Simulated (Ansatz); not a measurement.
# MnO (Fm-3m) in Ansatz: notebook

One crystal, MnO, is run at these levels: PBE; tasks: single point, equation of state.

All numbers are computed with Ansatz 0.2.0; they aren't measurements. Logs are shortened: lines on timing, memory, paths and dates and some standing lists are left out, and cuts for length are marked.

**1. The crystal as given**

Symmetry: Fm-3m, No. 225, cubic system. The conventional cell has a = 4.448 Å, b = 4.448 Å, c = 4.448 Å, α = 90.00°, β = 90.00°, γ = 90.00°. Mn (site symmetry m-3m) has 6 O at 2.22 Å as nearest neighbours. Around O (site symmetry m-3m) lie 6 Mn at 2.22 Å.

The cell is a database's computed one.

**2. Single point, PBE, collinear spin, ferromagnetic start, 10.34 Å³/atom (volume scaled by 0.94)**

input.yaml

```yaml
crystal:
  lattice:
    - [0.0, 2.1785090927, 2.1785090927]
    - [2.1785090927, 0.0, 2.1785090927]
    - [2.1785090927, 2.1785090927, 0.0]
  atoms:
    - { symbol: Mn, position: [0.0, 0.0, 0.0], spin: 4.0 }
    - { symbol: O, position: [0.5, 0.5, 0.5] }
hamiltonian:
  xc: pbe
  pseudopotentials: { kind: paw }
magnetization:
  spin_polarized: true
kpoints:
  mp_grid: { grid: [10, 10, 10] }
scf:
  occupations: { method: fermi_dirac, width: 0.05 }
output:
  forces: true
  stress: true
  eigenvalues: true
```

Potentials or basis: Ansatz PAW.

The run is started by

```console
ansatz run input.yaml --threads 2 --pin off --max-ram 5632MiB --backend cpu --events-out ev --progress --plain --runs-dir out
```

What it wrote:

```text
Warning: RAYON_NUM_THREADS=2 ignored (pool sized by the plan → 2); use --threads N
Engine: ansatz 0.2.0, x86_64-unknown-linux-gnu
Pseudopotentials: kind: paw
Pseudopotential: Mn, paw, valence charge 15, recommended cutoff 420 eV (normal), Mn.paw.azcp
Pseudopotential: O, paw, valence charge 6, recommended cutoff 420 eV (normal), O.paw.azcp
Functional definition: PBE
  parameter kappa = 0.804
  parameter beta = 0.06672455060314922
  exchange = pbe_x(kappa = kappa, mu = beta*pi^2/3)
  correlation = pbe_c(beta = beta)
Crystal: 2 atoms, lattice volume = 20.678 Å³
Basis set: ecut = 420 eV, 411 PW (Γ), exchange–correlation on 48×48×48 points (8 copies of the dense FFT grid, shifted against one another)
Bands: 17, of which v1, the nominal top of the filled ones, is band 11 counted from 1 (10 counted from 0)
Symmetry: 48 space group operations
Space group: Fm-3m (ITA 225), of the structure as read, at distance tolerance 2.7e-5 Å
Magnetic group: BNS 225.116 (UNI 1618), of the structure as read, at distance tolerance 2.7e-5 Å
k-points: 47 of 1000
Non-local potential: Mn, projectors of the file, l = 0: 3, l = 1: 2, l = 2: 3, l = 3: 1
Non-local potential: O, projectors of the file, l = 0: 2, l = 1: 2, l = 2: 1
PAW form: soft (Blöchl's): semilocal exchange-correlation on the pseudo side does not see the compensation charge
PAW one-centre angular grid: Mn, 590 points (default); XC on 64 Gauss nodes
PAW one-centre angular grid: O, 110 points (default); XC on 64 Gauss nodes
Initial density: superposition of atomic densities (chi_scale 0.1, normalization cell, long waves kept (reshape's long-wave potential 0.00 eV rms))
Starting moments: Σ|m| = 4 μB on 1 of 2 sites
Initial wavefunctions: pseudopotential atomic-orbital guess
Functional: x = pbe(κ = 0.804, μ = 0.2195149727645171), c = pbe(β = 0.06672455060314922)
SCF iter   1: F=—  HF=-4466.313882 eV  |F-HF|=—  |Δ(HF+E_count)|=         —  Δρ=1.36e-1 (↑1.36e-1 ↓6.23e-2)  dr2=5.41e0  dr2_m=6.37e-1  M=4.393 μB ∫|m|=4.393 μB  β_m=0.30  ethr=3.10e-3  ⟨swp⟩=3.5  Hψ=6469  notcnv=0
Mixer restart at iter 1: flushing history
preconditioner: auto → none  [metal: Δε(μ)=0.021 eV  Ē_g=13.077 eV  σ=0.050 eV  W_gap=0.11  n_scr=8 (ndim 8)  ℏωp=29.4 eV  f_vac=0.000  D(μ)=1.27/eV (n_scr^D=14)  sad-step TF]
SCF iter   2: F=—  HF=-4466.121766 eV  |F-HF|=—  |Δ(HF+E_count)|=   1.92e-1  Δρ=7.80e-2 (↑7.80e-2 ↓2.86e-2)  dr2=1.18e0  dr2_m=3.63e-1  M=4.552 μB ∫|m|=4.552 μB  β_m=0.44  ethr=3.10e-3  ⟨swp⟩=3.1  Hψ=3786  notcnv=0  defer=66
SCF iter   3: F=—  HF=-4466.151792 eV  |F-HF|=—  |Δ(HF+E_count)|=   3.00e-2  Δρ=1.68e-2 (↑1.38e-2 ↓1.68e-2)  dr2=1.47e-1  dr2_m=1.00e-2  M=4.507 μB ∫|m|=4.507 μB  β_m=0.47  ethr=3.10e-3  ⟨swp⟩=2.7  Hψ=3192  notcnv=0  defer=92
SCF iter   4: F=—  HF=-4466.106177 eV  |F-HF|=—  |Δ(HF+E_count)|=         —  Δρ=5.99e-3 (↑5.38e-3 ↓5.99e-3)  dr2=1.09e-2  dr2_m=2.68e-3  M=4.522 μB ∫|m|=4.522 μB  β_m=0.47  ethr=6.99e-4  ⟨swp⟩=2.4  Hψ=2867  notcnv=0  defer=92
Mixer restart at iter 4: flushing history
SCF iter   5: F=—  HF=-4466.121981 eV  |F-HF|=—  |Δ(HF+E_count)|=   1.58e-2  Δρ=5.52e-3 (↑5.52e-3 ↓2.97e-3)  dr2=5.83e-3  dr2_m=1.08e-3  M=4.542 μB ∫|m|=4.542 μB  β_m=0.57  ethr=5.19e-5  ⟨swp⟩=2.1  Hψ=2502  notcnv=0  defer=92
SCF iter   6: F=—  HF=-4466.140080 eV  |F-HF|=—  |Δ(HF+E_count)|=   1.81e-2  Δρ=2.63e-3 (↑2.63e-3 ↓2.13e-3)  dr2=6.32e-4  dr2_m=9.08e-4  M=4.558 μB ∫|m|=4.558 μB  β_m=0.68  ethr=2.78e-5  ⟨swp⟩=2.0  Hψ=2786  notcnv=0  defer=94
SCF iter   7: F=—  HF=-4466.146043 eV  |F-HF|=—  |Δ(HF+E_count)|=   5.96e-3  Δρ=1.75e-3 (↑1.36e-3 ↓1.75e-3)  dr2=1.30e-3  dr2_m=1.06e-4  M=4.563 μB ∫|m|=4.563 μB  β_m=0.81  ethr=3.01e-6  ⟨swp⟩=2.0  Hψ=3035  notcnv=0  defer=94
SCF iter   8: F=—  HF=-4466.147695 eV  |F-HF|=—  |Δ(HF+E_count)|=   1.65e-3  Δρ=1.86e-3 (↑1.86e-3 ↓7.11e-4)  dr2=3.42e-4  dr2_m=2.54e-4  M=4.578 μB ∫|m|=4.578 μB  β_m=0.70  ethr=3.01e-6  ⟨swp⟩=2.0  Hψ=3108  notcnv=0  defer=95
SCF iter   9: F=—  HF=-4466.147591 eV  |F-HF|=—  |Δ(HF+E_count)|=   1.05e-4  Δρ=3.31e-4 (↑3.31e-4 ↓8.20e-5)  dr2=1.47e-5  dr2_m=6.38e-6  M=4.577 μB ∫|m|=4.577 μB  β_m=0.85  ethr=1.63e-6  ⟨swp⟩=2.1  Hψ=2259  notcnv=0  defer=95
SCF iter  10: F=—  HF=-4466.147598 eV  |F-HF|=—  |Δ(HF+E_count)|=   7.18e-6  Δρ=1.02e-5 (↑9.10e-6 ↓1.02e-5)  dr2=3.46e-8  dr2_m=1.08e-8  M=4.576 μB ∫|m|=4.576 μB  β_m=0.90  ethr=6.98e-8  ⟨swp⟩=2.1  Hψ=2157  notcnv=0  defer=95
SCF iter  11: F=-4466.147598 eV  HF=-4466.147598 eV  |F-HF|=7.47e-10  |Δ(HF+E_count)|=   2.50e-8  Δρ=1.91e-6 (↑1.91e-6 ↓1.30e-6)  dr2=1.42e-9  dr2_m=1.85e-10  M=4.576 μB ∫|m|=4.576 μB  ethr=1.65e-10  ⟨swp⟩=4.2  Hψ=5981  notcnv=0
SCF 1 converged in 11 iterations: F = -4466.147598 eV  dr2 = 1.42e-9
SCF converged after 11 iterations
Magnetization: 4.5764 μB (12.7882 up, 8.2118 down)
Absolute magnetization: 4.5764 μB (∫|ρ↑−ρ↓|, with the PAW one-centre terms)
Spin contamination: 0.0146 ħ² per cell (⟨S²⟩ above its minimum at these occupations)
Per-site moments (μB) at R_I (Å): [(3.8771807922174513, 0.89863500073875), (0.21635299063939756, 0.89863500073875)]
Free energy (F): -4466.147598 eV
Harris-Foulkes:  -4466.147598 eV  (|F-HF|=7.47e-10)
Internal energy: -4466.137204 eV  (E = F + TS)
E sigma→0 (E₀):  -4466.142401 eV
Entropy (-TS):   -0.010394 eV (-5.197 meV/atom)
Fermi energy:    14.586704 eV
--- Per-component energies (eV) ---
  E_band       = -227.386346
  E_kinetic    = 476.104613
  E_local      = -2160.805324  (includes V_loc(G=0)·N_el)
  E_nonlocal   = 302.165630
  E_hartree    = 868.791158
  E_xc         = -185.183960
  E_vxc        = -236.643597  (∫ρ·V_xc dr)
  E_paw        = -1465.656054  (= ΣΔE_a)
  E_vpaw       = -345.792850  (= ΣTr[D̂ρ^β])
  E_aug_tail   = 0.002364  (compensation charges beyond the density's cutoff)
  E_ewald      = -2301.555631
  E_smearing   = -0.010394  (= −TS)
  E_closure    = -0.000000  (closes the sum)
  Σ components = -4466.147598   (vs F -4466.147598, Δ=0.00e0)
--- Forces (eV/Å), atoms counted from 1 ---
  atom   1  Mn    -0.00000000     0.00000000    -0.00000000
  atom   2  O      0.00000000    -0.00000000    -0.00000000
  max |Σ_I F_I| component: 1.07e-29 eV/Å
--- Stress (GPa, compression-positive) ---
        6.528880      -0.000000       0.000000
       -0.000000       6.528880      -0.000000
       -0.000000       0.000000       6.528880
  P = ⅓ Tr σ = 6.5289 GPa (65.289 kbar)
--- Band table (eV; the first three rows and the last of 94) ---
  k-point 0 ↑: bands = ["-67.0256", "-35.7621", "-35.7621", "-35.7621", "-6.3061", "10.4549", "10.4549", "10.4549", "11.2746", "11.2746", "11.2746", "11.8563", "11.8563", "14.2711", "28.6639", "31.2644", "31.2644"]
  k-point 1 ↑: bands = ["-67.0248", "-35.7702", "-35.7631", "-35.7631", "-6.2110", "9.5961", "9.9295", "9.9295", "11.4004", "11.4004", "11.5323", "12.3964", "12.3964", "14.9496", "27.6346", "30.9412", "30.9412"]
  k-point 2 ↑: bands = ["-67.0225", "-35.7912", "-35.7657", "-35.7657", "-5.9519", "8.2069", "9.1665", "9.1665", "11.6381", "11.6381", "11.8221", "13.3013", "13.3013", "16.2692", "25.7099", "29.7599", "29.7599"]
  k-point 46 ↓: bands = ["-62.4109", "-31.3207", "-31.3037", "-31.2862", "-4.7640", "8.0796", "8.6706", "8.9129", "15.0947", "16.1322", "16.6739", "16.9058", "17.4009", "23.5418", "24.0566", "24.9513", "27.8949"]
```

It took 1.6 s on 2 threads of AMD EPYC 7R43 (Zen 3), shared host; peak memory 0.36 GiB.

What came out:

* Free energy: -4466.1476 eV
* Pressure: 6.5 GPa
* Band gap on the k mesh: none (metal or under the smearing width)
* Net moment: 4.58 μB per cell
* Absolute moment: 4.58 μB per cell
* Site moments: Mn +3.88; O +0.22 μB

Caveat: the pressure holds a Pulay correction of +0.6 GPa for the finite cutoff; a cell with one magnetic atom can't hold antiferromagnetic order, which such compounds often take; semilocal functionals often make such compounds metallic where correlation or magnetic order opens a gap, which also shifts bond lengths.

**3. Single point, PBE, collinear spin, ferromagnetic start, 10.56 Å³/atom (volume scaled by 0.96)**

input.yaml, as its differences from that of step 2:

```diff
@@ -2,5 +2,5 @@
   lattice:
-    - [0.0, 2.1785090927, 2.1785090927]
-    - [2.1785090927, 0.0, 2.1785090927]
-    - [2.1785090927, 2.1785090927, 0.0]
+    - [0.0, 2.1938512115, 2.1938512115]
+    - [2.1938512115, 0.0, 2.1938512115]
+    - [2.1938512115, 2.1938512115, 0.0]
   atoms:
```

Potentials or basis: Ansatz PAW.

The run is started by

```console
ansatz run input.yaml --threads 2 --pin off --max-ram 5632MiB --backend cpu --events-out ev --progress --plain --runs-dir out
```

Run time: 1.6 s. Hardware: 2 threads of AMD EPYC 7R43 (Zen 3), shared host; peak memory 0.37 GiB.

The run converged. Its results:

* Free energy: -4466.1620 eV
* Pressure: 4.2 GPa
* Band gap on the k mesh: none (metal or under the smearing width)
* Net moment: 4.65 μB per cell
* Absolute moment: 4.65 μB per cell
* Site moments: Mn +3.94; O +0.22 μB

Caveat: the pressure holds a Pulay correction of +0.6 GPa for the finite cutoff; a cell with one magnetic atom can't hold antiferromagnetic order, which such compounds often take; semilocal functionals often make such compounds metallic where correlation or magnetic order opens a gap, which also shifts bond lengths.

**4. Single point, PBE, collinear spin, ferromagnetic start, 10.78 Å³/atom (volume scaled by 0.98)**

input.yaml, as its differences from that of step 3:

```diff
@@ -2,5 +2,5 @@
   lattice:
-    - [0.0, 2.1938512115, 2.1938512115]
-    - [2.1938512115, 0.0, 2.1938512115]
-    - [2.1938512115, 2.1938512115, 0.0]
+    - [0.0, 2.208981698, 2.208981698]
+    - [2.208981698, 0.0, 2.208981698]
+    - [2.208981698, 2.208981698, 0.0]
   atoms:
@@ -21 +21,5 @@
   eigenvalues: true
+  write_density: true
+  write_potential: true
+  elf: true
+  volumetric_format: npy
```

The run is started by

```console
ansatz run input.yaml --threads 2 --pin off --max-ram 5632MiB --backend cpu --events-out ev --progress --plain --runs-dir out
```

It took 2.2 s on 2 threads of AMD EPYC 7R43 (Zen 3), shared host; peak memory 0.37 GiB.

Results (log left out):

```
Free energy            : -4466.1710 eV
Pressure               : 2.4 GPa
Band gap on the k mesh : none (metal or under the smearing width)
Net moment             : 4.74 μB per cell
Absolute moment        : 4.74 μB per cell
Site moments           : Mn +4.02; O +0.23 μB
```

Caveat: the pressure holds a Pulay correction of +0.6 GPa for the finite cutoff; a cell with one magnetic atom can't hold antiferromagnetic order, which such compounds often take; semilocal functionals often make such compounds metallic where correlation or magnetic order opens a gap, which also shifts bond lengths.

**5. Single point, PBE, collinear spin, ferromagnetic start, 11.00 Å³/atom**

input.yaml, as its differences from that of step 4:

```diff
@@ -2,5 +2,5 @@
   lattice:
-    - [0.0, 2.208981698, 2.208981698]
-    - [2.208981698, 0.0, 2.208981698]
-    - [2.208981698, 2.208981698, 0.0]
+    - [0.0, 2.2239077028, 2.2239077028]
+    - [2.2239077028, 0.0, 2.2239077028]
+    - [2.2239077028, 2.2239077028, 0.0]
   atoms:
```

The run is started by

```console
ansatz run input.yaml --threads 2 --pin off --max-ram 5632MiB --backend cpu --events-out ev --progress --plain --runs-dir out
```

Wall time 2.3 s (2 threads of AMD EPYC 7R43 (Zen 3), shared host); peak memory 0.37 GiB.

The run converged. Its results:

- Free energy: -4466.1747 eV
- Pressure: 0.1 GPa
- Band gap on the k mesh: none (metal or under the smearing width)
- Net moment: 4.79 μB per cell
- Absolute moment: 4.79 μB per cell
- Site moments: Mn +4.06; O +0.24 μB

Caveat: the pressure holds a Pulay correction of +0.6 GPa for the finite cutoff; a cell with one magnetic atom can't hold antiferromagnetic order, which such compounds often take; semilocal functionals often make such compounds metallic where correlation or magnetic order opens a gap, which also shifts bond lengths.

**6. Single point, PBE, collinear spin, ferromagnetic start, 11.22 Å³/atom (volume scaled by 1.02)**

input.yaml, as its differences from that of step 5:

```diff
@@ -2,5 +2,5 @@
   lattice:
-    - [0.0, 2.2239077028, 2.2239077028]
-    - [2.2239077028, 0.0, 2.2239077028]
-    - [2.2239077028, 2.2239077028, 0.0]
+    - [0.0, 2.2386359976, 2.2386359976]
+    - [2.2386359976, 0.0, 2.2386359976]
+    - [2.2386359976, 2.2386359976, 0.0]
   atoms:
```

Potentials or basis: Ansatz PAW.

The run is started by

```console
ansatz run input.yaml --threads 2 --pin off --max-ram 5632MiB --backend cpu --events-out ev --progress --plain --runs-dir out
```

Run time: 2.1 s. Hardware: 2 threads of AMD EPYC 7R43 (Zen 3), shared host; peak memory 0.36 GiB.

The run converged. Its results:

```yaml
Free_energy: -4466.1711 eV
Pressure: -2.5 GPa
Band_gap_on_the_k_mesh: none (metal or under the smearing width)
Net_moment: 4.81 μB per cell
Absolute_moment: 4.81 μB per cell
Site_moments: Mn +4.09; O +0.23 μB
```

Caveat: the pressure holds a Pulay correction of +0.6 GPa for the finite cutoff; a cell with one magnetic atom can't hold antiferromagnetic order, which such compounds often take; semilocal functionals often make such compounds metallic where correlation or magnetic order opens a gap, which also shifts bond lengths.

**7. Single point, PBE, collinear spin, ferromagnetic start, 11.44 Å³/atom (volume scaled by 1.04)**

input.yaml, as its differences from that of step 6:

```diff
@@ -2,5 +2,5 @@
   lattice:
-    - [0.0, 2.2386359976, 2.2386359976]
-    - [2.2386359976, 0.0, 2.2386359976]
-    - [2.2386359976, 2.2386359976, 0.0]
+    - [0.0, 2.2531730023, 2.2531730023]
+    - [2.2531730023, 0.0, 2.2531730023]
+    - [2.2531730023, 2.2531730023, 0.0]
   atoms:
```

The run is started by

```console
ansatz run input.yaml --threads 2 --pin off --max-ram 5632MiB --backend cpu --events-out ev --progress --plain --runs-dir out
```

Run time: 2.2 s. Hardware: 2 threads of AMD EPYC 7R43 (Zen 3), shared host; peak memory 0.37 GiB.

Results (log left out):

* Free energy: -4466.1612 eV
* Pressure: -4.6 GPa
* Band gap on the k mesh: none (metal or under the smearing width)
* Net moment: 4.85 μB per cell
* Absolute moment: 4.85 μB per cell
* Site moments: Mn +4.13; O +0.23 μB

Caveat: the pressure holds a Pulay correction of +0.6 GPa for the finite cutoff; a cell with one magnetic atom can't hold antiferromagnetic order, which such compounds often take; semilocal functionals often make such compounds metallic where correlation or magnetic order opens a gap, which also shifts bond lengths.

**8. Single point, PBE, collinear spin, ferromagnetic start, 11.66 Å³/atom (volume scaled by 1.06)**

input.yaml

```yaml
crystal:
  lattice:
    - [0.0, 2.2675248097, 2.2675248097]
    - [2.2675248097, 0.0, 2.2675248097]
    - [2.2675248097, 2.2675248097, 0.0]
  atoms:
    - { symbol: Mn, position: [0.0, 0.0, 0.0], spin: 4.0 }
    - { symbol: O, position: [0.5, 0.5, 0.5] }
hamiltonian:
  xc: pbe
  pseudopotentials: { kind: paw }
magnetization:
  spin_polarized: true
kpoints:
  mp_grid: { grid: [10, 10, 10] }
scf:
  occupations: { method: fermi_dirac, width: 0.05 }
output:
  forces: true
  stress: true
  eigenvalues: true
```

The run is started by

```console
ansatz run input.yaml --threads 2 --pin off --max-ram 5632MiB --backend cpu --events-out ev --progress --plain --runs-dir out
```

It took 1.8 s on 2 threads of AMD EPYC 7R43 (Zen 3), shared host; peak memory 0.36 GiB.

Results (log left out):

```yaml
Free_energy: -4466.1464 eV
Pressure: -6.2 GPa
Band_gap_on_the_k_mesh: none (metal or under the smearing width)
Net_moment: 4.89 μB per cell
Absolute_moment: 4.89 μB per cell
Site_moments: Mn +4.17; O +0.24 μB
```

Caveat: the pressure holds a Pulay correction of +0.6 GPa for the finite cutoff; a cell with one magnetic atom can't hold antiferromagnetic order, which such compounds often take; semilocal functionals often make such compounds metallic where correlation or magnetic order opens a gap, which also shifts bond lengths.

**9. Equation of state, PBE, collinear spin, ferromagnetic start**

Potentials or basis: Ansatz PAW.

This step only gathers the single runs of the series.

Results:

| Item | Value |
| --- | --- |
| Equilibrium volume | 11.00 Å³/atom (rough: see the caveat) |
| Bulk modulus | 112 GPa (rough) |

Energy against volume, from the lowest point:
| volume (Å³/atom) | energy (meV/atom) |
| --- | --- |
| 10.339 | 13.55 |
| 10.559 | 6.34 |
| 10.779 | 1.83 |
| 10.999 | 0.00 |
| 11.219 | 1.78 |
| 11.439 | 6.77 |
| 11.659 | 14.14 |

Caveat: the fit is doubtful: noisy points or a state that changes with volume.
